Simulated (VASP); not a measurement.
# MgO (P6_3mc) in VASP: further runs

Aim: see how the results for MgO move with the level of theory and the settings. Levels: PBEsol, r2SCAN, TB-mBJ, LDA. Tasks: band structure.

All numbers are computed with VASP 6.6.1; they aren't measurements. Logs are shortened: lines on timing, memory, paths and dates and some standing lists are left out, and cuts for length are marked.

## (1) Starting point

The structure is hexagonal, space group P6_3mc (No. 186). Conventional cell: a = 3.299 Å, b = 3.299 Å, c = 5.012 Å, α = 90.00°, β = 90.00°, γ = 120.00°. Mg (site symmetry 3m) is surrounded by 4 O at 1.97 to 1.99 Å. Around O (site symmetry 3m) lie 4 Mg at 1.97 to 1.99 Å.

Measurements of this composition are mostly on another form, of space group No. 225.

## (2) Band structure, PBEsol

File INCAR:

```
PREC     = Accurate       # precision mode
ENCUT    = 520            # plane-wave cutoff, eV
EDIFF    = 1E-7           # SCF threshold, eV
ISMEAR   = 0              # smearing method
SIGMA    = 0.03           # smearing width, eV
LREAL    = F              # projectors in reciprocal space
LASPH    = T              # aspherical terms in the spheres
NELM     = 80             # most SCF steps
ALGO     = Normal         # electronic algorithm
ISIF     = 2              # what is computed and relaxed
LWAVE    = F              # write WAVECAR
LCHARG   = F              # write CHGCAR
GGA      = PS             # functional
NBANDS   = 16             # bands
ICORELEVEL= 1
```

File KPOINTS:

```
Automatic mesh
0
Gamma
  9 9 6
```

File POSCAR:

```
MgO                                     
1.0
    3.2993492522     -0.0000000000     -0.0000000000
   -1.6496746212      2.8573202648      0.0000000000
    0.0000000000      0.0000000000      5.0122560816
  Mg              O             
     2     2
Direct
     0.3333333300000021    0.6666666699999979    0.0035949979587868
     0.6666666699999979    0.3333333300000021    0.5035949979587867
     0.3333333300000021    0.6666666699999979    0.4010050020412154
     0.6666666699999979    0.3333333300000021    0.9010050020412154
```

File KPOINTS_OPT:

```
explicit points
186
Reciprocal
 0.0000000000  0.0000000000  0.0000000000 1
 0.0263157895  0.0000000000  0.0000000000 1
 0.0526315789  0.0000000000  0.0000000000 1
 0.0789473684  0.0000000000  0.0000000000 1
 0.1052631579  0.0000000000  0.0000000000 1
 0.1315789474  0.0000000000  0.0000000000 1
[... 178 lines left out ...]
 0.5000000000  0.0000000000  0.5000000000 1
 0.5000000000  0.0000000000  0.0000000000 1
```

Potentials or basis: VASP PAW PBE potentials, release 64 (Mg, O).

Started as:

```sh
$ cat potpaw_PBE.64/Mg/POTCAR potpaw_PBE.64/O/POTCAR > POTCAR
$ mpirun -np 1 vasp_std > vasp.out
```

OUTCAR:

```text
PREC = Accurate
   ENCUT = 520
   EDIFF = 1E-7
   ISMEAR = 0
   LREAL = F
   LASPH = T
   NELM = 80
   ISIF = 2
   GGA = PS

 ion  position               nearest neighbor table
   1  0.333  0.667  0.004-   4 1.97   4 1.97   4 1.97   3 1.99   2 3.15   2 3.15   2 3.15   2 3.15
                             2 3.15   2 3.15
   2  0.667  0.333  0.504-   3 1.97   3 1.97   3 1.97   4 1.99   1 3.15   1 3.15   1 3.15   1 3.15
                             1 3.15   1 3.15
   3  0.333  0.667  0.401-   2 1.97   2 1.97   2 1.97   1 1.99
   4  0.667  0.333  0.901-   1 1.97   1 1.97   1 1.97   2 1.99

  LATTYP: Found a hexagonal cell.
 ALAT       =     3.2993492522
 C/A-ratio  =     1.5191650530

  Lattice vectors:

 A1 = (   3.2993492522,   0.0000000000,   0.0000000000)
 A2 = (  -1.6496746212,   2.8573202648,   0.0000000000)
 A3 = (   0.0000000000,   0.0000000000,   5.0122560816)

Analysis of symmetry for initial positions (statically):
=====================================================================
 Subroutine PRICEL returns:
 Original cell was already a primitive cell.

 Routine SETGRP: Setting up the symmetry group for a
 hexagonal supercell.

 Subroutine GETGRP returns: Found 12 space group operations
 (whereof  6 operations were pure point group operations)
 out of a pool of 24 trial point group operations.

The static configuration has the point symmetry C_3v.
 The point group associated with its full space group is C_6v.

Analysis of symmetry for dynamics (positions and initial velocities):
=====================================================================
 Subroutine PRICEL returns:
 Original cell was already a primitive cell.

 Routine SETGRP: Setting up the symmetry group for a
 hexagonal supercell.

 Subroutine GETGRP returns: Found 12 space group operations
 (whereof  6 operations were pure point group operations)
 out of a pool of 24 trial point group operations.

The dynamic configuration has the point symmetry C_3v.
 The point group associated with its full space group is C_6v.

 Subroutine INISYM returns: Found 12 space group operations
 (whereof  6 operations are pure point group operations),
 and found     1 'primitive' translations

----------------------------------------------------------------------------------------

                                     Primitive cell

  volume of cell :      47.2520

  direct lattice vectors                    reciprocal lattice vectors
[... 96 lines left out ...]
   NFREE  =      0    steps in history (QN), initial steepest desc. (CG)
   ISIF   =      2    stress and relaxation
   ISYM   =      2    0-nonsym 1-usesym 2-fastsym
   POTIM  = 0.5000    time-step for ionic-motion
   TEBEG  =    0.0;   TEEND  =   0.0 temperature during run
   PSTRESS=    0.0 pullay stress
   NELECT =      16.0000    total number of electrons
   NUPDOWN=      -1.0000    fix difference up-down
   EMIN   =  10.00;   EMAX   =-10.00  energy-range for DOS
   EFERMI =   0.00;   METHOD = LEGACY
   ISMEAR =     0;   SIGMA  =   0.03  broadening in eV -4-tet -1-fermi 0-gaus
   EFERMI_NEDOS =   21; number of points for ismear=-14 and -15
   IALGO  =     38    algorithm
   IMIX   =      4    mixing-type and parameters
     AMIX     =   0.40;   BMIX     =  1.00
     AMIX_MAG =   1.60;   BMIX_MAG =  1.00
  volume/ion in A,a.u.               =      11.81        79.72
  Fermi-wavevector in a.u.,A,eV,Ry     =   1.141059  2.156288 17.714990  1.302015
  Thomas-Fermi vector in A             =   2.277760
   LORBIT       =      0    0 simple, 1 ext, 2 COOP (PROOUT), +10 PAW based schemes
   GGA     = PS    functional components
   LHFCALC =     F    Hartree Fock is set to
   AEXX    =    0.0000 exact exchange contribution
   IVDW    =     0    specifies the selected vdW correction
   LEPSILON=     F    determine dielectric tensor
   LRPA    =     F    only Hartree local field effects (RPA)
 non-spin polarized calculation
 Gauss-broadening in eV      SIGMA  =   0.03
  energy-cutoff  :      520.00
  volume of cell :       47.25
 maximum number of plane-waves:      1288
 NGX is ok and might be reduce to    28
   NGX = 13   NGY = 13   NGZ = 19

 number of electron      15.9999996 magnetization

 Free energy of the ion-electron system (eV)
  ---------------------------------------------------
  ext. energy  EPLUGINS =         0.00000000
  ---------------------------------------------------
  free energy    TOTEN  =       -24.55039233 eV

  energy without entropy =      -24.55039233  energy(sigma->0) =      -24.55039233

 the core state eigenenergies are
   1-  1s  -1250.0993  2s    -70.6884  2p    -37.4412
   2-  1s  -1250.0993  2s    -70.6884  2p    -37.4412
   3-  1s   -502.1621
   4-  1s   -502.1621

 E-fermi :   1.1107     XC(G=0):  -9.9750

 val. band max:        0.9932011658   @ k =   0.0000   0.0000   0.0000
 cond. band min:       4.3679230021   @ k =   0.0000   0.0000   0.0000
 fundamental gap:      3.3747218363
 Fermi energy:         1.1106691080

 k-point     1 :       0.0000    0.0000    0.0000
  band No.  band energies     occupation
      1     -15.1683      2.00000
      2     -14.3530      2.00000
      3      -2.3208      2.00000
      4       0.2559      2.00000
      5       0.2559      2.00000
      6       0.5857      2.00000
[... 277 lines left out ...]
 k-point    16 :       0.3333    0.0000    0.1667
  band No.  band energies     occupation

------------------------ aborting loop because EDIFF is reached ----------------------------------------

  FORCE on cell =-STRESS in cart. coord.  units (eV):
  Direction    XX          YY          ZZ          XY          YZ          ZX
  --------------------------------------------------------------------------------------
  -------------------------------------------------------------------------------------
  Total        0.0555388      0.0555388      0.0349560      0.0000000      0.0000000      0.0000000
  in kB        1.8831581      1.8831581      1.1852568      0.0000000      0.0000000      0.0000000
  external PRESSURE =       1.6505243 kB  Pullay stress =       0.0000000 kB

 VOLUME and BASIS-vectors are now :
 -----------------------------------------------------------------------------
  energy-cutoff  :      520.00
  volume of cell :       47.25
      direct lattice vectors                 reciprocal lattice vectors
     3.299349252  0.000000000  0.000000000     0.303090071  0.174989134  0.000000000
    -1.649674621  2.857320265  0.000000000     0.000000000  0.349978269  0.000000000
     0.000000000  0.000000000  5.012256082     0.000000000  0.000000000  0.199510955

 POSITION                                       TOTAL-FORCE (eV/Angst)
 -----------------------------------------------------------------------------------
     -0.00000      1.90488      0.01802        -0.000000     -0.000000      0.002029
      1.64967      0.95244      2.52415        -0.000000      0.000000      0.002029
     -0.00000      1.90488      2.00994         0.000000      0.000000     -0.002029
      1.64967      0.95244      4.51607        -0.000000      0.000000     -0.002029
 -----------------------------------------------------------------------------------
    total drift:                               -0.000017      0.000010      0.001028

  FREE ENERGIE OF THE ION-ELECTRON SYSTEM (eV)
  ---------------------------------------------------
  free  energy   TOTEN  =       -24.5503923284 eV

  energy  without entropy=      -24.5503923284  energy(sigma->0) =      -24.55039233
```

OSZICAR:

```text
N       E                     dE             d eps       ncg     rms          rms(c)
DAV:   1     0.624712286201E+02    0.62471E+02   -0.74001E+03  1536   0.876E+02
DAV:   2    -0.241339257977E+02   -0.86605E+02   -0.79595E+02  2080   0.198E+02
DAV:   3    -0.284061301791E+02   -0.42722E+01   -0.42624E+01  1816   0.452E+01
[... 37 lines left out ...]
DAV:   8    -0.308744028839E+04   -0.21529E-07     1112
       N       E                     dE             ncg
DAV:   1     0.337455549018E+04   -0.25323E+05     1344
DAV:   2     0.379629447888E+03   -0.29949E+04     1856
DAV:   3     0.236501786185E+03   -0.14313E+03     1496
DAV:   4     0.235875200474E+03   -0.62659E+00     1704
DAV:   5     0.235871807175E+03   -0.33933E-02     1504
DAV:   6     0.235871782100E+03   -0.25075E-04     1688
DAV:   7     0.235871781899E+03   -0.20051E-06     1264
DAV:   8     0.235871781879E+03   -0.20149E-07     1176
```

stdout:

```text
POSCAR found type information on POSCAR MgO
 POSCAR found :  2 types and       4 ions
 scaLAPACK will be used
 -----------------------------------------------------------------------------
|                                                                             |
|                                                                             |
|     You enforced a specific xc type in the INCAR file but a different       |
|     I HOPE YOU KNOW WHAT YOU ARE DOING!                                     |
|                                                                             |
 -----------------------------------------------------------------------------

 LDA part: xc-table for (Slater+PW92), standard interpolation
 POSCAR, INCAR and KPOINTS ok, starting setup
 FFT: planning ... GRIDC
 FFT: planning ... GRID_SOFT
 FFT: planning ... GRID
 WAVECAR not read
 entering main loop
 Start KPOINTS_OPT (optional k-point list driver)
k-point batch [1-48\186]
k-point batch [49-96\186]
k-point batch [97-144\186]
k-point batch [145-186\186]
```

It took 2.4 min on 1 thread of Intel Xeon Platinum 8375C at 2.90GHz (Ice Lake), shared host; peak memory 0.21 GiB.

Results:

```yaml
Free_energy: -24.5504 eV
Pressure: 0.2 GPa
Band_gap_on_the_k_mesh: 3.37 eV, direct
Band_gap_along_the_path: 3.37 eV, direct
```

Forces in eV/Å, atoms in the order of the input:
```
Mg   0.000  0.000  0.002
Mg   0.000  0.000  0.002
O    0.000  0.000 -0.002
O    0.000  0.000 -0.002
```

Levels at the corners of the path, in eV from the valence-band top:
```
point  band 4  band 5  band 6  band 7  band 8  band 9  band 10  band 11  band 12  band 13
    Γ   -0.74   -0.74   -0.41   -0.41    0.00    3.37     8.42    10.19    14.05    14.05
    M   -2.21   -1.75   -1.27   -0.82   -0.49    7.66     7.93     9.12    10.64    12.80
    M   -2.21   -1.75   -1.27   -0.82   -0.49    7.66     7.93     9.12    10.64    12.80
    K   -1.95   -1.95   -1.30   -1.20   -1.20    8.17     8.18    10.05    10.05    13.05
    K   -1.95   -1.95   -1.30   -1.20   -1.20    8.17     8.18    10.05    10.05    13.05
    Γ   -0.74   -0.74   -0.41   -0.41    0.00    3.37     8.42    10.19    14.05    14.05
    Γ   -0.74   -0.74   -0.41   -0.41    0.00    3.37     8.42    10.19    14.05    14.05
    A   -2.04   -0.58   -0.58   -0.58   -0.58    5.89     5.89    13.06    13.06    14.54
    A   -2.04   -0.58   -0.58   -0.58   -0.58    5.89     5.89    13.06    13.06    14.54
    L   -3.16   -0.91   -0.91   -0.72   -0.72    7.24     7.24    10.70    10.70    13.55
    L   -3.16   -0.91   -0.91   -0.72   -0.72    7.24     7.24    10.70    10.70    13.55
    H   -2.63   -2.13   -2.13   -0.38   -0.38    8.34     8.34     9.81     9.81    12.72
    H   -2.63   -2.13   -2.13   -0.38   -0.38    8.34     8.34     9.81     9.81    12.72
    A   -2.04   -0.58   -0.58   -0.58   -0.58    5.89     5.89    13.06    13.06    14.54
    L   -3.16   -0.91   -0.91   -0.72   -0.72    7.24     7.24    10.70    10.70    13.55
    M   -2.21   -1.75   -1.27   -0.82   -0.49    7.66     7.93     9.12    10.64    12.80
    K   -1.95   -1.95   -1.30   -1.20   -1.20    8.17     8.18    10.05    10.05    13.05
    H   -2.63   -2.13   -2.13   -0.38   -0.38    8.34     8.34     9.81     9.81    12.72
```

Core levels (eV, on the scale of the bands):
```tsv
atom	levels
1 Mg	1s -1250.1, 2s -70.7, 2p -37.4
2 Mg	1s -1250.1, 2s -70.7, 2p -37.4
3 O	1s -502.2
4 O	1s -502.2
```

Caveat: the PAW data sets were made with another functional, which shifts forces and pressure a little. PBEsol gaps usually lie below the measured ones, often by a third to a half.

## (3) Band structure, r2SCAN

Edit INCAR of step 2 so:

```diff
@@ -12,4 +12,4 @@
 LCHARG   = F              # write CHGCAR
-GGA      = PS             # functional
+METAGGA  = R2SCAN         # meta-GGA
+LMIXTAU  = T            
 NBANDS   = 16             # bands
-ICORELEVEL= 1
```

KPOINTS is that of step 2.

POSCAR is that of step 2.

KPOINTS_OPT is that of step 2.

Potentials or basis: VASP PAW PBE potentials, release 64 (Mg, O).

Started as:

```sh
$ cat potpaw_PBE.64/Mg/POTCAR potpaw_PBE.64/O/POTCAR > POTCAR
$ mpirun -np 1 vasp_std > vasp.out
```

Run time: 8 min. Hardware: 1 thread of Intel Xeon Platinum 8375C at 2.90GHz (Ice Lake), shared host; peak memory 0.19 GiB.

Results (log left out):

```yaml
Free_energy: -31.8544 eV
Pressure: -1.0 GPa
Largest_force: 0.019 eV/Å
Band_gap_on_the_k_mesh: 4.16 eV, direct
Band_gap_along_the_path: 4.16 eV, direct
```

Forces on the atoms (eV/Å):
```
Mg   0.000  0.000  0.019
Mg   0.000  0.000  0.019
O    0.000  0.000 -0.019
O    0.000  0.000 -0.019
```

Stress tensor (GPa, compression positive):
```
-1.11  0.00  0.00
 0.00 -1.11  0.00
 0.00  0.00 -0.85
```

Levels at the corners of the path, in eV from the valence-band top:
```tsv
point	band 5	band 6	band 7	band 8	band 9	band 10	band 11	band 12
Γ	-0.74	-0.42	-0.42	0.00	4.16	9.40	11.17	15.12
M	-1.74	-1.28	-0.81	-0.50	8.53	8.83	10.08	11.72
M	-1.74	-1.28	-0.81	-0.50	8.53	8.83	10.08	11.72
K	-1.91	-1.31	-1.19	-1.19	9.05	9.06	11.09	11.09
K	-1.91	-1.31	-1.19	-1.19	9.05	9.06	11.09	11.09
Γ	-0.74	-0.42	-0.42	0.00	4.16	9.40	11.17	15.12
Γ	-0.74	-0.42	-0.42	0.00	4.16	9.40	11.17	15.12
A	-0.58	-0.58	-0.58	-0.58	6.68	6.68	14.18	14.18
A	-0.58	-0.58	-0.58	-0.58	6.68	6.68	14.18	14.18
L	-0.91	-0.91	-0.71	-0.71	8.11	8.11	11.76	11.76
L	-0.91	-0.91	-0.71	-0.71	8.11	8.11	11.76	11.76
H	-2.10	-2.10	-0.38	-0.38	9.22	9.22	10.81	10.81
H	-2.10	-2.10	-0.38	-0.38	9.22	9.22	10.81	10.81
A	-0.58	-0.58	-0.58	-0.58	6.68	6.68	14.18	14.18
L	-0.91	-0.91	-0.71	-0.71	8.11	8.11	11.76	11.76
M	-1.74	-1.28	-0.81	-0.50	8.53	8.83	10.08	11.72
K	-1.91	-1.31	-1.19	-1.19	9.05	9.06	11.09	11.09
H	-2.10	-2.10	-0.38	-0.38	9.22	9.22	10.81	10.81
```

Caveat: the PAW data sets were made with another functional, which shifts forces and pressure a little.

(Continued in part 2 of 2.)
